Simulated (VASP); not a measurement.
# BP (F-43m) in VASP: notebook, part 2 of 3

VASP 6.6.1. The steps go on from the part before.

## (4) G0W0 quasiparticle levels, PBE

The input, POSCAR:

```
BP
1.0
    0.0000000000      2.2690000000      2.2690000000
    2.2690000000      0.0000000000      2.2690000000
    2.2690000000      2.2690000000      0.0000000000
P B
1 1
Direct
    0.7500000000      0.7500000000      0.7500000000
    0.0000000000      0.0000000000      0.0000000000
```

The input, INCAR.step1:

```
PREC = Accurate
ENCUT = 450
EDIFF = 1E-8
ISMEAR = 0
SIGMA = 0.01
LREAL = False
LASPH = True
NELM = 80
ALGO = Normal
LWAVE = True
LCHARG = False
GGA = PE
```

The input, INCAR.step2:

```
PREC = Accurate
ENCUT = 450
EDIFF = 1E-8
ISMEAR = 0
SIGMA = 0.01
LREAL = False
LASPH = True
NELM = 1
ALGO = Exact
LWAVE = True
LCHARG = False
GGA = PE
NBANDS = 32
LOPTICS = True
ISTART = 1
```

The input, INCAR.step3:

```
PREC = Accurate
ENCUT = 450
EDIFF = 1E-8
ISMEAR = 0
SIGMA = 0.01
LREAL = False
LASPH = True
ALGO = EVGW0
LWAVE = False
LCHARG = False
GGA = PE
NELMGW = 1
NBANDS = 32
ENCUTGW = 150
NOMEGA = 48
PRECFOCK = Fast
ISTART = 1
NBANDSGW = 12
```

The input, KPOINTS:

```
regular mesh
0
Gamma
  3 3 3
```

Potentials or basis: VASP PAW PBE potentials, release 64 (P_GW, B_GW).

Started as:

```
cat potpaw_PBE.64/P_GW/POTCAR potpaw_PBE.64/B_GW/POTCAR > POTCAR
cp INCAR.step1 INCAR
mpirun -np 1 vasp_std > vasp.out
cp INCAR.step2 INCAR
mpirun -np 1 vasp_std > vasp.out
cp INCAR.step3 INCAR
mpirun -np 1 vasp_std > vasp.out
```

OUTCAR:

```text
PREC = Accurate
   ENCUT = 450
   EDIFF = 1E-8
   ISMEAR = 0
   LREAL = False
   LASPH = True
   GGA = PE
   NELMGW = 1
   ENCUTGW = 150
   PRECFOCK = Fast
   ISTART = 1

 Found      4 irreducible k-points:

 Following reciprocal coordinates:
            Coordinates               Weight
  0.000000  0.000000  0.000000      1.000000
  0.333333  0.000000  0.000000      8.000000
  0.333333  0.333333  0.000000      6.000000
 -0.333333  0.333333  0.000000     12.000000
   k-points           NKPTS =      4   k-points in BZ     NKDIM =     27   number of bands    NBANDS=     32
   number of dos      NEDOS =    301   number of ions     NIONS =      2
   total plane-waves  NPLWV =  13824
   dimension x,y,z NGX =    24 NGY =   24 NGZ =   24
   dimension x,y,z NGXF=    48 NGYF=   48 NGZF=   48
   ions per type =               1   1
   NGX,Y,Z   is equivalent  to a cutoff of  12.43, 12.43, 12.43 a.u.
   NGXF,Y,Z  is equivalent  to a cutoff of  24.87, 24.87, 24.87 a.u.
 SYSTEM =  unknown system
   PREC   = accura    normal or accurate (medium, high low for compatibility)
   ISTART =      1    job   : 0-new  1-cont  2-samecut
   ICHARG =      0    charge: 1-file 2-atom 10-const
[... 54 lines left out ...]
  energy-cutoff  :      450.00
  volume of cell :       23.36
 maximum number of plane-waves:       531
 NGX is ok and might be reduce to    24
  NGX = 14; NGY = 14; NGZ = 14
   NGX = 11   NGY = 11   NGZ = 11
 maximum number of plane-waves:       113
 NGX is ok and might be reduce to    14

 QP shifts <psi_nk| G(iteration)W_0 |psi_nk>: iteration 1
 for sc-GW calculations column KS-energies equals QP-energies in previous step
 and V_xc(KS)=  KS-energies - (<T + V_ion + V_H > + <T+V_H+V_ion>^1  + <V_x>^1)

 k-point   1 :       0.0000    0.0000    0.0000
  band No.  KS-energies  QP-energies   sigma(KS)   V_xc(KS)     V^pw_x(r,r')   Z            occupation Imag(sigma)

      1      -8.2562      -8.8307     -12.8331     -12.0443     -20.4104       0.7284       2.0000       1.5021
      2       7.2423       7.1182     -13.4894     -13.3323     -15.6940       0.7903       2.0000       0.0770
      3       7.2423       7.1182     -13.4894     -13.3323     -15.6940       0.7903       2.0000       0.0770
      4       7.2423       7.1182     -13.4894     -13.3323     -15.6940       0.7903       2.0000       0.0770
      5      10.5996      11.3110     -11.1456     -12.0587      -6.6990       0.7791       0.0000      -0.1128
      6      10.5996      11.3110     -11.1456     -12.0587      -6.6990       0.7791       0.0000      -0.1128
      7      10.5996      11.3110     -11.1456     -12.0587      -6.6990       0.7791       0.0000      -0.1128
      8      14.6211      15.3882     -11.7450     -12.7388      -5.8616       0.7719       0.0000      -0.2634
      9      18.7364      18.8718      -9.1735      -9.3455      -3.2088       0.7871       0.0000      -0.3919
     10      19.2001      20.1086     -10.5672     -11.7529      -4.8887       0.7662       0.0000      -0.2711
     11      19.2001      20.1086     -10.5672     -11.7529      -4.8887       0.7662       0.0000      -0.2711
     12      22.8563      23.3315      -9.2682      -9.8669      -2.7229       0.7937       0.0000      -0.7819
[... 36 lines left out ...]
      1      -3.8247      -4.2947     -13.3506     -12.7142     -19.3027       0.7385       2.0000       0.7457
      2      -0.6121      -1.1297     -13.2036     -12.5124     -17.8964       0.7489       2.0000       0.4152
      3       0.8718       0.4163     -12.2253     -11.6314     -15.7545       0.7668       2.0000       0.2190
      4       4.1665       3.8659     -13.0839     -12.6946     -16.0028       0.7721       2.0000       0.1200
      5       9.8351      10.3163     -10.3031     -10.9091      -5.8143       0.7940       0.0000      -0.1038
      6      15.4335      16.1214     -10.7054     -11.5956      -5.2861       0.7728       0.0000      -0.2317
      7      15.7422      16.6705     -11.1394     -12.3392      -5.3371       0.7737       0.0000      -0.2990
      8      16.9753      17.8232     -11.3725     -12.4877      -5.3046       0.7603       0.0000      -0.3412
      9      17.6280      18.4597     -11.0542     -12.1376      -5.1107       0.7676       0.0000      -0.3378
     10      18.8698      19.6319     -10.3975     -11.3649      -4.7725       0.7878       0.0000      -0.3561
     11      25.9044      26.7606     -10.9272     -12.0791      -3.4867       0.7433       0.0000      -0.9311
     12      27.2862      27.7757      -9.5158     -10.1504      -2.6179       0.7714       0.0000      -0.9752
```

OUTCAR.step1:

```text
PREC = Accurate
   ENCUT = 450
   EDIFF = 1E-8
   ISMEAR = 0
   LREAL = False
[... 152 lines left out ...]
      3.40350      3.40350      3.40350        -0.000000     -0.000000      0.000000
      0.00000      0.00000      0.00000         0.000000      0.000000     -0.000000
 -----------------------------------------------------------------------------------
    total drift:                               -0.000000     -0.000000     -0.000000

  FREE ENERGIE OF THE ION-ELECTRON SYSTEM (eV)
  ---------------------------------------------------
  free  energy   TOTEN  =       -12.2920936089 eV

  energy  without entropy=      -12.2920936089  energy(sigma->0) =      -12.29209361
```

It took 6.1 s on 1 thread of Intel Xeon 6975P-C (Granite Rapids), shared host; peak memory 0.15 GiB.

The run converged, but some of its settings lie outside the range that counts as converged, so its numbers aren't taken as properties of the crystal.

What came out:

- Band gap on the k mesh, mean-field level: 1.34 eV, indirect (least direct gap 3.36 eV)
- Quasiparticle gap: 1.92 eV
- Least direct quasiparticle gap: 4.19 eV

Caveat: the k mesh is coarse (spacing up to 0.80 Å⁻¹), so the values aren't converged; bands, screening cutoff and mesh are small and nothing is extrapolated, so the quasiparticle values aren't converged; an odd mesh through Γ misses points on the zone boundary, where band edges often lie.

## (5) G0W0 quasiparticle levels, PBE

POSCAR is that of step 4.

INCAR.step1 is that of step 4.

INCAR.step2 is that of step 4.

Edit INCAR.step3 of step 4 so:

```diff
@@ -14,3 +14,3 @@
 ENCUTGW = 150
-NOMEGA = 48
+NOMEGA = 100
 PRECFOCK = Fast
```

KPOINTS is that of step 4.

Potentials or basis: VASP PAW PBE potentials, release 64 (P_GW, B_GW).

Started as:

```
cat potpaw_PBE.64/P_GW/POTCAR potpaw_PBE.64/B_GW/POTCAR > POTCAR
cp INCAR.step1 INCAR
mpirun -np 1 vasp_std > vasp.out
cp INCAR.step2 INCAR
mpirun -np 1 vasp_std > vasp.out
cp INCAR.step3 INCAR
mpirun -np 1 vasp_std > vasp.out
```

OUTCAR:

```text
PREC = Accurate
   ENCUT = 450
   EDIFF = 1E-8
   ISMEAR = 0
   LREAL = False
   LASPH = True
   GGA = PE
   NELMGW = 1
   ENCUTGW = 150
   PRECFOCK = Fast
   ISTART = 1

 Found      4 irreducible k-points:

 Following reciprocal coordinates:
            Coordinates               Weight
  0.000000  0.000000  0.000000      1.000000
  0.333333  0.000000  0.000000      8.000000
  0.333333  0.333333  0.000000      6.000000
 -0.333333  0.333333  0.000000     12.000000
   k-points           NKPTS =      4   k-points in BZ     NKDIM =     27   number of bands    NBANDS=     32
   number of dos      NEDOS =    301   number of ions     NIONS =      2
   total plane-waves  NPLWV =  13824
   dimension x,y,z NGX =    24 NGY =   24 NGZ =   24
   dimension x,y,z NGXF=    48 NGYF=   48 NGZF=   48
   ions per type =               1   1
   NGX,Y,Z   is equivalent  to a cutoff of  12.43, 12.43, 12.43 a.u.
   NGXF,Y,Z  is equivalent  to a cutoff of  24.87, 24.87, 24.87 a.u.
 SYSTEM =  unknown system
   PREC   = accura    normal or accurate (medium, high low for compatibility)
   ISTART =      1    job   : 0-new  1-cont  2-samecut
   ICHARG =      0    charge: 1-file 2-atom 10-const
   ISPIN  =      1    spin polarized calculation?
   LNONCOLLINEAR =      F non collinear calculations
   LSORBIT =      F    spin-orbit coupling
   LASPH  =      T    aspherical Exc in radial PAW
   ENCUT  =  450.0 eV  33.07 Ry    5.75 a.u.   5.55  5.55  5.55*2*pi/ulx,y,z
   NELM   =     60;   NELMIN=  2; NELMDL=  0     # of ELM steps
   EDIFF  = 0.1E-07   stopping-criterion for ELM
   LREAL  =      F    real-space projection
   EDIFFG = 0.1E-06   stopping-criterion for IOM
   NSW    =      0    number of steps for IOM
   IBRION =     -1    ionic relax: 0-MD 1-quasi-New 2-CG
   NFREE  =      0    steps in history (QN), initial steepest desc. (CG)
   ISIF   =      0    stress and relaxation
   ISYM   =      3    0-nonsym 1-usesym 2-fastsym
   POTIM  = 0.5000    time-step for ionic-motion
   TEBEG  =    0.0;   TEEND  =   0.0 temperature during run
   PSTRESS=    0.0 pullay stress
   NELECT =       8.0000    total number of electrons
   NUPDOWN=      -1.0000    fix difference up-down
   EMIN   =  10.00;   EMAX   =-10.00  energy-range for DOS
   EFERMI =   0.00;   METHOD = LEGACY
   ISMEAR =     0;   SIGMA  =   0.01  broadening in eV -4-tet -1-fermi 0-gaus
   EFERMI_NEDOS =   21; number of points for ismear=-14 and -15
   IALGO  =     38    algorithm
   IMIX   =      4    mixing-type and parameters
     AMIX     =   0.40;   BMIX     =  1.00
     AMIX_MAG =   1.60;   BMIX_MAG =  1.00
  volume/ion in A,a.u.               =      11.68        78.83
  Fermi-wavevector in a.u.,A,eV,Ry     =   1.145320  2.164342 17.847562  1.311759
  Thomas-Fermi vector in A             =   2.282009
   LORBIT       =      0    0 simple, 1 ext, 2 COOP (PROOUT), +10 PAW based schemes
   GGA     = PE    functional components
   LHFCALC =     T    Hartree Fock is set to
   PRECFOCK=fast      Normal, Fast or Accurate (Low or Medium for compatibility)
   ENCUT4O =  -1.0   cutoff for four orbital integrals eV
   NKREDX  =     1    reduce k-point grid by
   NKREDY  =     1    reduce k-point grid by
   NKREDZ  =     1    reduce k-point grid by
   AEXX    =    1.0000 exact exchange contribution
   HFSCREEN=    0.0000 screening length (either q_TF or 0.3 A-1)
   HFSCREENC=   0.0000 screening length for correlation (either q_TF or 0.3 A-1)
   ENCUTFOCK=  -1.0 apply spherical cutoff to Coloumb kernel
   IVDW    =     0    specifies the selected vdW correction
   LEPSILON=     F    determine dielectric tensor
   LRPA    =     F    only Hartree local field effects (RPA)
   LRPAFORCE           =     F    calculate RPA forces
   ENCUTGW             = 150.0    cutoff for response function in eV
   ENCUTGWSOFT         = 120.0    soft cutoff for Coulomb kernel in GW response function in eV
   ENCUTLF             =  -1.0    cutoff for local field effects
   NELMGW              =     1    number of iterations in solving QP/BSE equation
   NELMHF              =     1    number of iterations in the inner HF iteration
   NKREDLFX            =     1    NKREDLFY  =   1   NKREDLFZ  =   1
 non-spin polarized calculation
 Gauss-broadening in eV      SIGMA  =   0.01
  energy-cutoff  :      450.00
  volume of cell :       23.36
 maximum number of plane-waves:       531
 NGX is ok and might be reduce to    24
  NGX = 14; NGY = 14; NGZ = 14
   NGX = 11   NGY = 11   NGZ = 11
 maximum number of plane-waves:       113
 NGX is ok and might be reduce to    14

 QP shifts <psi_nk| G(iteration)W_0 |psi_nk>: iteration 1
 for sc-GW calculations column KS-energies equals QP-energies in previous step
 and V_xc(KS)=  KS-energies - (<T + V_ion + V_H > + <T+V_H+V_ion>^1  + <V_x>^1)

 k-point   1 :       0.0000    0.0000    0.0000
  band No.  KS-energies  QP-energies   sigma(KS)   V_xc(KS)     V^pw_x(r,r')   Z            occupation Imag(sigma)

      1      -8.2562      -8.7106     -12.7496     -12.0443     -20.4104       0.6442       2.0000       1.3308
      2       7.2423       7.1111     -13.4985     -13.3323     -15.6940       0.7893       2.0000       0.0233
      3       7.2423       7.1111     -13.4985     -13.3323     -15.6940       0.7893       2.0000       0.0233
      4       7.2423       7.1111     -13.4985     -13.3323     -15.6940       0.7893       2.0000       0.0233
      5      10.5996      11.3034     -11.1631     -12.0587      -6.6990       0.7858       0.0000      -0.0482
      6      10.5996      11.3034     -11.1631     -12.0587      -6.6990       0.7858       0.0000      -0.0482
      7      10.5996      11.3034     -11.1631     -12.0587      -6.6990       0.7858       0.0000      -0.0482
      8      14.6211      15.4017     -11.7610     -12.7388      -5.8616       0.7984       0.0000      -0.1877
      9      18.7364      18.8290      -9.2247      -9.3455      -3.2088       0.7667       0.0000      -0.3117
     10      19.2001      20.0841     -10.5827     -11.7529      -4.8887       0.7553       0.0000      -0.2059
     11      19.2001      20.0841     -10.5827     -11.7529      -4.8887       0.7553       0.0000      -0.2059
     12      22.8563      23.3076      -9.3063      -9.8669      -2.7229       0.8050       0.0000      -0.6982

 k-point   2 :       0.3333    0.0000    0.0000
  band No.  KS-energies  QP-energies   sigma(KS)   V_xc(KS)     V^pw_x(r,r')   Z            occupation Imag(sigma)

      1      -6.3381      -6.8595     -12.9563     -12.2494     -19.8743       0.7376       2.0000       1.0018
      2       0.4812       0.0680     -12.7565     -12.1915     -16.7983       0.7316       2.0000       0.1826
      3       5.7643       5.5592     -13.3179     -13.0562     -15.8315       0.7837       2.0000       0.0424
      4       5.7643       5.5592     -13.3179     -13.0562     -15.8315       0.7837       2.0000       0.0424
      5      11.1127      11.7230     -11.3126     -12.0845      -6.5521       0.7907       0.0000      -0.0621
      6      12.0497      12.7689     -10.9150     -11.8323      -6.1150       0.7840       0.0000      -0.0723
      7      12.0497      12.7689     -10.9150     -11.8323      -6.1150       0.7840       0.0000      -0.0723
      8      17.3386      17.8684     -10.2680     -10.9706      -3.9912       0.7542       0.0000      -0.2676
      9      19.0046      19.7659     -10.4725     -11.4359      -4.5850       0.7902       0.0000      -0.3113
     10      19.0046      19.7659     -10.4725     -11.4359      -4.5850       0.7902       0.0000      -0.3113
     11      20.6568      21.0684      -9.9614     -10.5014      -3.6857       0.7621       0.0000      -0.3858
     12      24.9945      25.5944     -10.4999     -11.2976      -3.3551       0.7521       0.0000      -0.7005

 k-point   3 :       0.3333    0.3333    0.0000
  band No.  KS-energies  QP-energies   sigma(KS)   V_xc(KS)     V^pw_x(r,r')   Z            occupation Imag(sigma)

      1      -5.6621      -6.2321     -12.9843     -12.2893     -19.6316       0.8201       2.0000       0.9503
      2       1.6264       1.2430     -13.4080     -12.9007     -17.2483       0.7558       2.0000       0.1678
      3       3.7285       3.4123     -12.9880     -12.5712     -16.0353       0.7585       2.0000       0.0583
      4       3.7285       3.4123     -12.9880     -12.5712     -16.0353       0.7585       2.0000       0.0583
      5       8.5793       9.0270     -10.4966     -11.0563      -6.2808       0.8001       0.0000      -0.0376
      6      10.4955      10.9217      -9.9209     -10.4579      -5.2513       0.7936       0.0000      -0.0493
      7      16.8164      17.8095     -11.5063     -12.7487      -5.5689       0.7993       0.0000      -0.2727
      8      16.8164      17.8095     -11.5063     -12.7487      -5.5689       0.7993       0.0000      -0.2727
      9      20.8930      21.7442     -11.5127     -12.6458      -4.7080       0.7513       0.0000      -0.4859
     10      21.8821      22.8482     -10.6967     -11.9044      -4.3625       0.8000       0.0000      -0.4747
     11      24.4353      25.0147     -10.4671     -11.2334      -3.5072       0.7562       0.0000      -0.6289
     12      26.9735      27.8406     -10.8942     -12.0371      -3.5594       0.7587       0.0000      -1.0508

 k-point   4 :      -0.3333    0.3333    0.0000
  band No.  KS-energies  QP-energies   sigma(KS)   V_xc(KS)     V^pw_x(r,r')   Z            occupation Imag(sigma)

      1      -3.8247      -4.2629     -13.2881     -12.7142     -19.3027       0.7635       2.0000       0.6496
      2      -0.6121      -1.1150     -13.1725     -12.5124     -17.8964       0.7619       2.0000       0.3269
      3       0.8718       0.4142     -12.2230     -11.6314     -15.7545       0.7733       2.0000       0.1470
      4       4.1665       3.8642     -13.0858     -12.6946     -16.0028       0.7727       2.0000       0.0490
      5       9.8351      10.3112     -10.3109     -10.9091      -5.8143       0.7959       0.0000      -0.0464
      6      15.4335      16.0978     -10.7335     -11.5956      -5.2861       0.7705       0.0000      -0.1590
      7      15.7422      16.6402     -11.1737     -12.3392      -5.3371       0.7705       0.0000      -0.2256
      8      16.9753      17.7900     -11.4026     -12.4877      -5.3046       0.7508       0.0000      -0.2529
      9      17.6280      18.4292     -11.0977     -12.1376      -5.1107       0.7703       0.0000      -0.2513
     10      18.8698      19.6261     -10.4364     -11.3649      -4.7725       0.8145       0.0000      -0.3021
     11      25.9044      26.7024     -11.0074     -12.0791      -3.4867       0.7446       0.0000      -0.8146
     12      27.2862      27.7275      -9.6053     -10.1504      -2.6179       0.8095       0.0000      -0.8889
```

It took 6.5 s on 1 thread of Intel Xeon 6975P-C (Granite Rapids), shared host; peak memory 0.17 GiB.

These settings aren't checked as converged: the numbers below hold their error.

Results:

```yaml
Band_gap_on_the_k_mesh_mean-field_level: 1.34 eV, indirect (least direct gap 3.36 eV)
Quasiparticle_gap: 1.92 eV
Least_direct_quasiparticle_gap: 4.19 eV
```

Caveat: the k mesh is coarse (spacing up to 0.80 Å⁻¹), so the values aren't converged; bands, screening cutoff and mesh are small and nothing is extrapolated, so the quasiparticle values aren't converged; an odd mesh through Γ misses points on the zone boundary, where band edges often lie.

(Continued in part 3 of 3.)
